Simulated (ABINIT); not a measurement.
Crystal: HfN.

```xyz
2
Lattice="0.0000 2.4548 2.4548 2.4548 0.0000 2.4548 2.4548 2.4548 0.0000" Properties=species:S:1:pos:R:3 pbc="T T T"
Hf    0.0000    0.0000    0.0000
N     1.2274    1.2274    1.2274
```

The cell comes from a database or a generator and needn't be the stable form of this composition.

| Property | Result |
| --- | --- |
| Program | ABINIT 10.8.3 (patched build) |
| Task | relaxation of cell and atoms |
| Functional | PBEsol |
| Potentials or basis | PseudoDojo NC SR PBEsol v0.4.1 standard |
| Cutoff | 1143 eV |
| k mesh | 7 × 7 × 7 |
| Occupations | fermi-dirac, width 0.05 eV |
| Spin | no spin polarisation |

At the start: pressure -5.6 GPa; volume 14.79 Å³/atom.

Q: Where does the relaxation end?

A: Over 4 steps the energy falls by 7.5 meV/atom and the volume is 14.38 Å³/atom (-2.8 %); space group F-43m (No. 216, to 0.05 Å).

The path:
```
step  energy change (eV)  largest force (eV/Å)  pressure (GPa)  volume (Å³)
   1              0.0000                0.0000           -5.63        29.59
   2             -0.0126                0.0000           -2.32        29.08
   3             -0.0150                0.0000            0.09        28.74
   4             -0.0151                0.0000            0.00        28.75
```

Final structure:
```xyz
2
Lattice="0.0000 2.4315 2.4315 2.4315 0.0000 2.4315 2.4315 2.4315 0.0000" Properties=species:S:1:pos:R:3 pbc="T T T"
Hf    0.0000    0.0000    0.0000
N     1.2157    1.2157    1.2157
```
